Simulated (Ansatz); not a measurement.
The system is SiC (Moissanite).

```
Si C
1.0
     3.07600    0.00000    0.00000
    -1.53800    2.66389    0.00000
     0.00000    0.00000    5.04800
Si C
2 2
Direct
  0.66667 0.33333 0.50000
  0.33333 0.66667 0.00000
  0.66667 0.33333 0.88500
  0.33333 0.66667 0.38500
```

Program: Ansatz 0.2.0. Alike in all runs: potentials or basis Ansatz PAW; no spin polarisation; cell as given.

Question: Order these runs on this cell by their band gap on the k mesh, lowest first.
A. level HSE06 form with a typed share of exact exchange; k mesh 5 × 5 × 3; cutoff (eV) 420; smearing fermi-dirac 0.05 eV; screening (1/Å) 0.6; share of exact exchange 0.25; mesh quality coarse
B. level LDA; k mesh 10 × 10 × 5; cutoff (eV) 420; smearing fixed; mesh quality not flagged
C. level B3LYP5; k mesh 6 × 6 × 3; cutoff (eV) 420; smearing fermi-dirac 0.05 eV; points for each segment of the path 4; mesh quality not flagged
D. level PBE; k mesh 7 × 7 × 4; cutoff (eV) 420; smearing fermi-dirac 0.05 eV; mesh quality not flagged
E. level r2SCAN-EpsX; k mesh 6 × 6 × 3; cutoff (eV) 500; smearing fermi-dirac 0.05 eV; points for each segment of the path 4; mesh quality not flagged

Answer: B (2.37 eV), D (2.64 eV), A (3.15 eV), E (3.55 eV), C (3.95 eV).

Caveats: some runs use coarse meshes; odd divisions of the mesh miss points on the zone boundary, where band edges often lie, so the gap on the mesh can be too wide (some runs).

A k mesh can miss the band edges.

Not every run made on this cell is shown here.
